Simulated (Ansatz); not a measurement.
# Response of SrO to small distortions

```
CELL_PARAMETERS angstrom
0.00000 2.56980 2.56980
2.56980 0.00000 2.56980
2.56980 2.56980 0.00000
ATOMIC_POSITIONS crystal
Sr 0.00000 0.00000 0.00000
O 0.50000 0.50000 0.50000
```

Atoms are numbered in the order listed.

The geometry is COD entry 1100027, unchecked; take it as a test cell. It is an old determination, and later ones may differ.

All numbers below come from DFT, LDA, all-electron LAPW, scalar-relativistic in Ansatz 0.2.0.

Sampling and basis: a Γ-centred 8×8×8 k mesh, Fermi–Dirac smearing of 0.02 eV, basis error target 0.25 meV/atom, no spin polarisation.

The unchanged cell is at -4.17 GPa.

Semilocal functionals give too small gaps.

x, y and z are the Cartesian axes of the cell as listed; fractional coordinates follow a strain, and an engineering shear is twice the off-diagonal strain component.

Question: With this change (equal xy, yz and zx engineering shear strains of -3 %), what becomes of the energy and stress and gap?

Answer: Energy change +7 meV/atom; stress change (xx, yy, zz, yz, xz, xy) -0.03, -0.03, -0.03, 1.57, 1.57, 1.57 GPa, compression positive; gap on the k mesh 3.16 → 3.08 eV.

Question: With this change (equal xy, yz and zx engineering shear strains of -1 %), what becomes of the energy and stress and gap?

Answer: Energy change under 1 meV/atom; stress change (xx, yy, zz, yz, xz, xy) 0.00, 0.00, 0.00, 0.55, 0.55, 0.55 GPa, compression positive; gap on the k mesh 3.16 → 3.13 eV.

With equal xy, yz and zx engineering shear strains of +2 %: energy change +4 meV/atom; stress change (xx, yy, zz, yz, xz, xy) -0.01, -0.01, -0.01, -1.19, -1.19, -1.19 GPa, compression positive; gap on the k mesh 3.16 → 3.13 eV.

With equal xy, yz and zx engineering shear strains of -2 %: energy change +3 meV/atom; stress change (xx, yy, zz, yz, xz, xy) -0.01, -0.01, -0.01, 1.08, 1.08, 1.08 GPa, compression positive; gap on the k mesh 3.16 → 3.11 eV.

With equal xy, yz and zx engineering shear strains of +1 %: energy change under 1 meV/atom; stress change (xx, yy, zz, yz, xz, xy) 0.00, 0.00, 0.00, -0.58, -0.58, -0.58 GPa, compression positive; gap on the k mesh 3.16 → 3.14 eV.

With equal xy, yz and zx engineering shear strains of +3 %: energy change +8 meV/atom; stress change (xx, yy, zz, yz, xz, xy) -0.03, -0.03, -0.03, -1.83, -1.83, -1.83 GPa, compression positive; gap on the k mesh 3.16 → 3.11 eV.
